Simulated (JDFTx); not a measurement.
Runs of JDFTx 1.7.0 (patched build) on AlN. Symmetry: F-43m, No. 216, cubic system. The conventional cell has a = 4.368 Å, b = 4.368 Å, c = 4.368 Å, α = 90.00°, β = 90.00°, γ = 90.00°. Al (site symmetry -43m) has 4 N at 1.89 Å as nearest neighbours. N (site symmetry -43m) has 4 Al at 1.89 Å as nearest neighbours. Measurements of this composition are mostly on another form, of space group No. 186.

```tsv
level	potentials or basis	k mesh	SCF threshold on the energy	share of exact exchange	mesh quality	gap on the mesh (eV)	pressure (GPa)
PBEsol	PseudoDojo-SR-PBEsol-0.4.1-standard with smoothed tails	10 × 10 × 10	1e-09 Ha	-	not flagged	3.19	1.2
PBE0 (exact-exchange share 0.4)	PseudoDojo-SR-PBE-0.5-standard with smoothed tails	3 × 3 × 3	1e-07 Ha	0.4	coarse	7.72	0.0
LDA	PseudoDojo-SR-LDA-0.4.1-standard with smoothed tails	10 × 10 × 10	1e-09 Ha	-	not flagged	(b)	-4.8
PBE0 (exact-exchange share 0.25)	PseudoDojo-SR-PBE-0.5-standard with smoothed tails	3 × 3 × 3	1e-07 Ha	0.25	coarse	(c)	(a)
PBE0 (exact-exchange share 0.3)	PseudoDojo-SR-PBE-0.5-standard with smoothed tails	3 × 3 × 3	1e-07 Ha	0.3	coarse	6.81	1.1
```

Alike in all rows: task single point; no spin polarisation; cell as given; cutoff (eV) 1143; smearing fermi-dirac 0.05 eV.

Problem. Fill in the values left out.

Solution. (a) 1.7; (b) 3.26; (c) 6.36.

Caveats: some runs use coarse meshes; the hybrid runs on potentials with a model core (some runs); the potentials were made for another functional, which shifts forces and pressure (some runs); an odd mesh through Γ misses points on the zone boundary, where band edges often lie (some runs); the empty levels aren't tightly converged (some runs).
